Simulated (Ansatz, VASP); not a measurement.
# MgO in VASP and in Ansatz

File POSCAR:

```
MgO
1.0
    0.0000000000      2.2820056617      2.2820056617
    2.2820056617      0.0000000000      2.2820056617
    2.2820056617      2.2820056617      0.0000000000
Mg O
1 1
Direct
    0.0000000000      0.0000000000      0.0000000000
    0.2500000000      0.2500000000      0.2500000000
```

Contents of INCAR.step1:

```
SYSTEM = MgO
PREC     = Accurate       ! precision mode
ENCUT    = 520            ! plane-wave cutoff, eV
ISMEAR   = 0              ! smearing method
SIGMA    = 0.01           ! smearing width, eV
LREAL    = .False.        ! projectors in reciprocal space
LASPH    = .True.         ! aspherical terms in the spheres
NELM     = 60             ! most SCF steps
NBANDS   = 11             ! bands
GGA      = PE             ! functional
ALGO     = Normal         ! electronic algorithm
EDIFF    = 1E-4           ! SCF threshold, eV
LWAVE    = .True.         ! write WAVECAR
LCHARG   = .False.        ! write CHGCAR
```

Contents of INCAR.step2:

```
SYSTEM = MgO
PREC     = Accurate       ! precision mode
ENCUT    = 520            ! plane-wave cutoff, eV
EDIFF    = 1E-7           ! SCF threshold, eV
ISMEAR   = 0              ! smearing method
SIGMA    = 0.01           ! smearing width, eV
LREAL    = .False.        ! projectors in reciprocal space
LASPH    = .True.         ! aspherical terms in the spheres
NELM     = 60             ! most SCF steps
ALGO     = Normal         ! electronic algorithm
ISIF     = 2              ! what is computed and relaxed
LWAVE    = .False.        ! write WAVECAR
LCHARG   = .True.         ! write CHGCAR
METAGGA  = R2SCAN         ! meta-GGA
LMIXTAU  = .True.       
LELF     = .True.         ! ELF
LVHAR    = .True.       
NBANDS   = 11             ! bands
ISTART   = 1
```

KPOINTS

```
regular mesh
0
Gamma
  10 10 10
  0 0 0
```

Input for Ansatz:

```yaml
crystal:
  lattice:
    - [0.0, 2.2820056617, 2.2820056617]
    - [2.2820056617, 0.0, 2.2820056617]
    - [2.2820056617, 2.2820056617, 0.0]
  atoms:
    - { symbol: Mg, position: [0.0, 0.0, 0.0] }
    - { symbol: O, position: [0.25, 0.25, 0.25] }
kpoints:
  mp_grid: { grid: [10, 10, 10] }
  band_path:
    path:
      - [0.0, 0.0, 0.0]
      - [-0.5, -0.5, 0.0]
      - [-0.375, -0.375, 0.25]
      - [-0.375, 0.0, 0.375]
      - [0.0, 0.0, 0.5]
      - [-0.5, -0.25, 0.25]
    npoints: 1
hamiltonian:
  xc: r2scan
scf:
  occupations: { method: fixed }
  n_extra_bands: 4
output:
  forces: true
  stress: true
  eigenvalues: true
```

Alike in both runs: task single point; functional r2SCAN; k mesh 10 × 10 × 10; no spin polarisation.

```csv
,VASP,Ansatz
version,VASP 6.6.1,Ansatz 0.2.0
potentials or method,"VASP PAW PBE potentials, release 64 (Mg, O)","plane waves, PAW"
plane-wave cutoff (eV),520,500
occupations,"gaussian, width 0.01 eV",fixed
valence electrons in the cell,8,16
```

```csv
,VASP,Ansatz,Ansatz less VASP
gap on the k mesh at the Fermi level (eV),4.32,4.34,+0.014
pressure (GPa),-0.6,0.0,+0.57
```

The two sets of potentials don't hold the same shells in valence.

Caveats: the PAW data sets were made with another functional, which shifts forces and pressure a little (VASP). r2SCAN opens gaps a little over a GGA but as a rule still falls short of measured ones.
